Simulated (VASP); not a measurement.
# CuI2 (Fm-3m) in VASP: notebook

The runs below take CuI2 through single point, with r2SCAN+U.

Everything below comes from runs of VASP 6.6.1. Logs are shortened: lines on timing, memory, paths and dates and some standing lists are left out, and cuts for length are marked.

## (1) The structure

The structure is cubic, space group Fm-3m (No. 225). Conventional cell: a = 7.023 Å, b = 7.023 Å, c = 7.023 Å, α = 90.00°, β = 90.00°, γ = 90.00°. Cu (site symmetry m-3m) is surrounded by 8 I at 3.04 Å. I (site symmetry -43m) is surrounded by 4 Cu at 3.04 Å.

The cell comes from a database or a generator and needn't be the stable form of this composition.

## (2) Single point, r2SCAN+U, collinear spin, random start

The input, INCAR:

```
PREC     = Accurate       # precision mode
ENCUT    = 520            # plane-wave cutoff, eV
EDIFF    = 1E-6           # SCF threshold, eV
ISMEAR   = 0              # smearing method
SIGMA    = 0.05           # smearing width, eV
LREAL    = False          # projectors in reciprocal space
LASPH    = True           # aspherical terms in the spheres
NELM     = 100            # most SCF steps
ALGO     = Normal         # electronic algorithm
ISIF     = 2              # what is computed and relaxed
LWAVE    = False          # write WAVECAR
LCHARG   = False          # write CHGCAR
ISPIN    = 2              # spin polarisation
MAGMOM   = 0.48 0 0       # initial moments
LORBIT   = 11             # projections on sites
LMAXMIX  = 4              # l up to which the mixer works
LDAU     = True           # DFT+U
LDAUTYPE = 2            
LDAUL    = 2 -1           # shell
LDAUU    = 7 0            # U, eV
LDAUJ    = 0 0          
LDAUPRINT= 1            
METAGGA  = R2SCAN         # meta-GGA
LMIXTAU  = True
```

The input, KPOINTS:

```
regular mesh
0
Gamma
  5 5 5
```

The input, POSCAR:

```
CuI2
1.0
    0.0000000000      3.5112550600      3.5112550600
    3.5112550600      0.0000000000      3.5112550600
    3.5112550600      3.5112550600      0.0000000000
Cu I
1 2
Direct
    0.0000000000      0.0000000000      0.0000000000
    0.2500000000      0.2500000000      0.2500000000
    0.7500000000      0.7500000000      0.7500000000
```

Potentials or basis: VASP PAW PBE potentials, release 64 (Cu, I).

Command:

```console
cat potpaw_PBE.64/Cu/POTCAR potpaw_PBE.64/I/POTCAR > POTCAR
mpirun -np 1 vasp_std > vasp.out
```

OUTCAR:

```text
PREC = Accurate
   ENCUT = 520
   EDIFF = 1E-6
   ISMEAR = 0
   LREAL = False
   LASPH = True
   NELM = 100
   ISIF = 2
   ISPIN = 2
   LORBIT = 11
   METAGGA = R2SCAN

 ion  position               nearest neighbor table
   1  0.000  0.000  0.000-   3 3.04   3 3.04   3 3.04   2 3.04   3 3.04   2 3.04   2 3.04   2 3.04

   2  0.250  0.250  0.250-   1 3.04   1 3.04   1 3.04   1 3.04   3 3.51   3 3.51   3 3.51   3 3.51
                             3 3.51   3 3.51
   3  0.750  0.750  0.750-   1 3.04   1 3.04   1 3.04   1 3.04   2 3.51   2 3.51   2 3.51   2 3.51
                             2 3.51   2 3.51

  LATTYP: Found a face centered cubic cell.
 ALAT       =     7.0225101200

  Lattice vectors:

 A1 = (   0.0000000000,   3.5112550600,   3.5112550600)
 A2 = (   3.5112550600,   0.0000000000,   3.5112550600)
 A3 = (   3.5112550600,   3.5112550600,   0.0000000000)

Analysis of symmetry for initial positions (statically):
=====================================================================
 Subroutine PRICEL returns:
 Original cell was already a primitive cell.

 Routine SETGRP: Setting up the symmetry group for a
 face centered cubic supercell.

 Subroutine GETGRP returns: Found 48 space group operations
 (whereof 48 operations were pure point group operations)
 out of a pool of 48 trial point group operations.

The static configuration has the point symmetry O_h .

Analysis of symmetry for dynamics (positions and initial velocities):
=====================================================================
 Subroutine PRICEL returns:
 Original cell was already a primitive cell.

 Routine SETGRP: Setting up the symmetry group for a
 face centered cubic supercell.

 Subroutine GETGRP returns: Found 48 space group operations
 (whereof 48 operations were pure point group operations)
 out of a pool of 48 trial point group operations.

The dynamic configuration has the point symmetry O_h .

Analysis of structural, dynamic, and magnetic symmetry:
=====================================================================
 Subroutine PRICEL returns:
 Original cell was already a primitive cell.

 Routine SETGRP: Setting up the symmetry group for a
 face centered cubic supercell.

 Subroutine GETGRP returns: Found 48 space group operations
 (whereof 48 operations were pure point group operations)
 out of a pool of 48 trial point group operations.

[... 160 lines left out ...]
  o =  0.9622  v =  0.0000  0.4645 -0.0000  0.8855  0.0000  0.0000  0.0000  0.0000  0.0000  0.0000      0.0000  0.0000  0.0000  0.0000  0.0000  0.0000  0.0000  0.0000  0.0000  0.0000
  o =  0.9622  v =  1.0000  0.0000  0.0000  0.0000  0.0000  0.0000  0.0000  0.0000  0.0000  0.0000      0.0000  0.0000  0.0000  0.0000  0.0000  0.0000  0.0000  0.0000  0.0000  0.0000

 number of electron      24.9999993 magnetization       0.0432561

 Free energy of the ion-electron system (eV)
  ---------------------------------------------------
  ext. energy  EPLUGINS =         0.00000000
  ---------------------------------------------------
  free energy    TOTEN  =       -57.13766993 eV

  energy without entropy =      -57.13285028  energy(sigma->0) =      -57.13526011

 E-fermi :   4.5412     XC(G=0):  -9.6697

 val. band max:        4.5382641112   @ k =  -0.4000   0.4000   0.2000
 cond. band min:       4.7185724074   @ k =   0.4000   0.4000   0.0000
 fundamental gap:      0.1803082962
 Fermi energy:         4.5412274145

 spin component 1

 k-point     1 :       0.0000    0.0000    0.0000
  band No.  band energies     occupation
      1      -9.6336      1.00000
      2      -7.0749      1.00000
      3       0.1773      1.00000
      4       0.1774      1.00000
      5       0.1774      1.00000
      6       1.4145      1.00000
[... 166 lines left out ...]
      2      -8.1726      1.00000
      3      -0.5876      1.00000
      4      -0.2206      1.00000
      5       0.8436      1.00000
      6       1.1375      1.00000
[... 8 lines left out ...]
     15      10.0953      0.00000
     16      11.6179      0.00000
 Fermi energy:         4.5412274145

 spin component 2

 k-point     1 :       0.0000    0.0000    0.0000
  band No.  band energies     occupation
      1      -9.6148      1.00000
      2      -7.0504      1.00000
      3       0.1875      1.00000
      4       0.1876      1.00000
      5       0.1876      1.00000
      6       1.4144      1.00000
[... 167 lines left out ...]
      3      -0.5770      1.00000
      4      -0.2086      1.00000
      5       0.8531      1.00000
      6       1.1443      1.00000
[... 8 lines left out ...]
     15      10.1011      0.00000
     16      11.6214      0.00000

------------------------ aborting loop because EDIFF is reached ----------------------------------------

  FORCE on cell =-STRESS in cart. coord.  units (eV):
  Direction    XX          YY          ZZ          XY          YZ          ZX
  --------------------------------------------------------------------------------------
  -------------------------------------------------------------------------------------
  Total        1.4566257      1.4566257      1.4566257      0.0000000      0.0000000     -0.0000000
  in kB       26.9551291     26.9551291     26.9551291      0.0000000      0.0000000     -0.0000000
  external PRESSURE =      26.9551291 kB  Pullay stress =       0.0000000 kB

 VOLUME and BASIS-vectors are now :
 -----------------------------------------------------------------------------
  energy-cutoff  :      520.00
  volume of cell :       86.58
      direct lattice vectors                 reciprocal lattice vectors
     0.000000000  3.511255060  3.511255060    -0.142399225  0.142399225  0.142399225
     3.511255060  0.000000000  3.511255060     0.142399225 -0.142399225  0.142399225
     3.511255060  3.511255060  0.000000000     0.142399225  0.142399225 -0.142399225

 POSITION                                       TOTAL-FORCE (eV/Angst)
 -----------------------------------------------------------------------------------
      0.00000      0.00000      0.00000         0.000000     -0.000000     -0.000000
      1.75563      1.75563      1.75563         0.000000      0.000000     -0.000000
      5.26688      5.26688      5.26688        -0.000000     -0.000000      0.000000
 -----------------------------------------------------------------------------------
    total drift:                               -0.000000      0.000000      0.000000

  FREE ENERGIE OF THE ION-ELECTRON SYSTEM (eV)
  ---------------------------------------------------
  free  energy   TOTEN  =       -57.1376699298 eV

  energy  without entropy=      -57.1328502816  energy(sigma->0) =      -57.13526011

 total charge

# of ion       s       p       d       tot
------------------------------------------
    1        0.189   0.135   9.581   9.906
    2        1.543   2.733   0.027   4.302
    3        1.543   2.733   0.027   4.302
--------------------------------------------------
tot          3.275   5.602   9.634  18.511

 magnetization (x)

# of ion       s       p       d       tot
------------------------------------------
    1       -0.000  -0.000   0.001   0.001
    2        0.000   0.016   0.000   0.016
    3        0.000   0.016   0.000   0.016
--------------------------------------------------
tot          0.000   0.031   0.002   0.033
```

Run time: 1.8 min. Hardware: 1 thread of Intel Xeon Platinum 8375C at 2.90GHz (Ice Lake), shared host; peak memory 0.31 GiB.

What came out:

```yaml
Free_energy: -57.1377 eV
Pressure: 2.7 GPa
Band_gap_on_the_k_mesh: none (metal or under the smearing width)
Net_moment: 0.04 μB per cell
Valence_electrons_inside_the_program's_atomic_spheres: Cu 9.91; I 4.30
```

Eigenvalues of the final occupation matrices:
| site | spin | trace | eigenvalues |
| --- | --- | --- | --- |
| site 1 d | 1 | 4.80 | 0.96 0.96 0.96 0.96 0.96 |
| site 1 d | 2 | 4.80 | 0.96 0.96 0.96 0.96 0.96 |

Caveat: the PAW data sets were made with another functional, which shifts forces and pressure a little.

## (3) Single point, r2SCAN+U, collinear spin, ferromagnetic start

The input, INCAR:

```
PREC = Accurate
ENCUT = 520
EDIFF = 1E-7
ISMEAR = 0
SIGMA = 0.05
LREAL = F
LASPH = T
NELM = 60
ALGO = Normal
ISIF = 2
LWAVE = F
LCHARG = T
ISPIN = 2
MAGMOM = 0.6 0 0
LORBIT = 11
NUPDOWN = 2
LMAXMIX = 4
LDAU = T
LDAUTYPE = 2
LDAUL = 2 -1
LDAUU = 7 0
LDAUJ = 0 0
LDAUPRINT = 1
METAGGA = R2SCAN
LMIXTAU = T
LELF = T
LVHAR = T
NBANDS = 24
```

KPOINTS is that of step 2.

POSCAR is that of step 2.

Potentials or basis: VASP PAW PBE potentials, release 64 (Cu, I).

Command:

```console
cat potpaw_PBE.64/Cu/POTCAR potpaw_PBE.64/I/POTCAR > POTCAR
mpirun -np 1 vasp_std > vasp.out
```

Wall time 3.1 min (1 thread of Intel Xeon Platinum 8375C at 2.90GHz (Ice Lake), shared host); peak memory 0.31 GiB.

The run converged. Its results:

* Free energy: -55.6484 eV
* Pressure: 2.2 GPa
* Net moment: 2.00 μB per cell
* Site moments: Cu +0.26; I +0.55 μB
* Valence electrons inside the program's atomic spheres: Cu 9.96; I 4.25

Eigenvalues of the final occupation matrices:
| site | spin | trace | eigenvalues |
| --- | --- | --- | --- |
| site 1 d | 1 | 4.83 | 0.96 0.96 0.97 0.97 0.97 |
| site 1 d | 2 | 4.71 | 0.93 0.93 0.93 0.96 0.96 |

Caveat: the moment is held away from its start; the PAW data sets were made with another functional, which shifts forces and pressure a little; the total moment is fixed, so each spin has its own Fermi level. Spin-orbit coupling is left out, which matters for the levels of I.

(Continued in part 2 of 3.)
